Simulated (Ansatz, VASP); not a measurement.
# W: VASP beside Ansatz

The input INCAR:

```
PREC = Accurate ; ENCUT = 520
EDIFF = 1E-7 ; ISMEAR = -1
SIGMA = 0.1 ; LREAL = F
LASPH = T ; NELM = 60
ALGO = Normal ; ISIF = 2
LWAVE = F ; LCHARG = T
GGA = PE ; LELF = T
LVHAR = T ; NBANDS = 21
```

File KPOINTS:

```
Automatic mesh
0
Gamma
  11 11 11
```

File POSCAR:

```
W
1.0
    0.0000000000      2.9160588250      2.9160588250
    2.9160588250      0.0000000000      2.9160588250
    2.9160588250      2.9160588250      0.0000000000
W
2
Direct
    0.1250000000      0.1250000000      0.1250000000
    0.8750000000      0.8750000000      0.8750000000
```

Input for Ansatz:

```yaml
crystal:
  lattice:
    - [0.0, 2.916058825, 2.916058825]
    - [2.916058825, 0.0, 2.916058825]
    - [2.916058825, 2.916058825, 0.0]
  atoms:
    - { symbol: W, position: [0.125, 0.125, 0.125] }
    - { symbol: W, position: [0.875, 0.875, 0.875] }
hamiltonian:
  xc: pbe
  pseudopotentials:
    kind: paw
    azcp:
      W: "pseudopotentials/W.paw.azcp"
basis:
  ecutwfc: 420
  fft_grid_basis: typed
kpoints:
  mp_grid: { grid: [11, 11, 11], shift: [0, 0, 0] }
magnetization:
  spin_polarized: false
scf:
  occupations: { method: fermi_dirac, width: 0.1 }
  lower_state_search: "off"
output:
  stress: true
```

Alike in both runs: task single point; functional PBE; k mesh 11 × 11 × 11; occupations fermi-dirac, width 0.1 eV; no spin polarisation.

|  | VASP | Ansatz |
| --- | --- | --- |
| version | VASP 6.6.1 | Ansatz 0.2.0 |
| potentials or method | VASP PAW PBE potentials, release 64 (W_sv) | plane waves (420 eV) with PAW, scalar-relativistic |
| plane-wave cutoff (eV) | 520 | 420 |
| valence electrons in the cell | 28 | 28 |

```csv
,VASP,Ansatz,Ansatz less VASP
pressure (GPa),0.5,0.0,-0.50
```

The functional is the same, so the differences come from potentials, cutoffs and numerics.

Spin-orbit coupling is left out, which matters for the levels of W.
